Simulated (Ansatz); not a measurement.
# GaN: the cost of one run

Method: DFT r2SCAN, scalar-relativistic, plane waves, PAW, in Ansatz 0.2.0.

1 further run of the same task is left out (set aside as unsound or not needed).

## Step 1: The starting structure

It takes space group F-43m (No. 216, cubic). The conventional cell has a = 4.498 Å, b = 4.498 Å, c = 4.498 Å, α = 90.00°, β = 90.00°, γ = 90.00°. Ga (site symmetry -43m) has 4 N at 1.95 Å as nearest neighbours. Around N (site symmetry -43m) lie 4 Ga at 1.95 Å.

As a file:

```
Ga N
1.0
     0.00000    2.24894    2.24894
     2.24894    0.00000    2.24894
     2.24894    2.24894    0.00000
Ga N
1 1
Direct
  0.00000 0.00000 0.00000
  0.75000 0.75000 0.75000
```

It goes back to an entry of the Materials Project.

This cell was relaxed beforehand with the same method: volume 11.37 Å³/atom, gap on the mesh 2.17 eV.

## Step 2: Electronic structure at the relaxed geometry

input.yaml

```yaml
crystal:
  lattice:
    - [0.0, 2.248936751, 2.248936751]
    - [2.248936751, 0.0, 2.248936751]
    - [2.248936751, 2.248936751, 0.0]
  atoms:
    - { symbol: Ga, position: [0.0, 0.0, 0.0] }
    - { symbol: "N", position: [0.75, 0.75, 0.75] }
basis:
  ecutwfc: 500
kpoints:
  mp_grid: { grid: [10, 10, 10] }
  band_path:
    path:
      - [[0.0, 0.0, 0.0], [-0.5, -0.5, 0.0], [-0.375, -0.375, 0.25]]
      - [[-0.375, 0.0, 0.375], [0.0, 0.0, 0.0], [0.0, 0.0, 0.5], [-0.5, -0.25, 0.25], [-0.5, -0.5, 0.0]]
    npoints: 14
hamiltonian:
  xc: r2scan
scf:
  occupations: { method: gaussian, width: 0.02 }
  n_extra_bands: 6
output:
  forces: true
  stress: true
  eigenvalues: true
  populations: true
  dos: { projected: true, de: 0.02, nscf_kmesh: { grid: [15, 15, 15] } }
  bader: true
```

The run is started by

```bash
> ansatz run input.yaml --threads 1 --pin off --max-ram 2560MiB --backend cpu --events-out ev --progress --plain --runs-dir out
```

**Question.** How long does this run take on 1 thread of Intel Xeon Platinum 8259CL at 2.50GHz (Skylake/Cascade Lake), shared host, and how much memory does it need?

About 43 s, with a peak of 0.46 GiB.
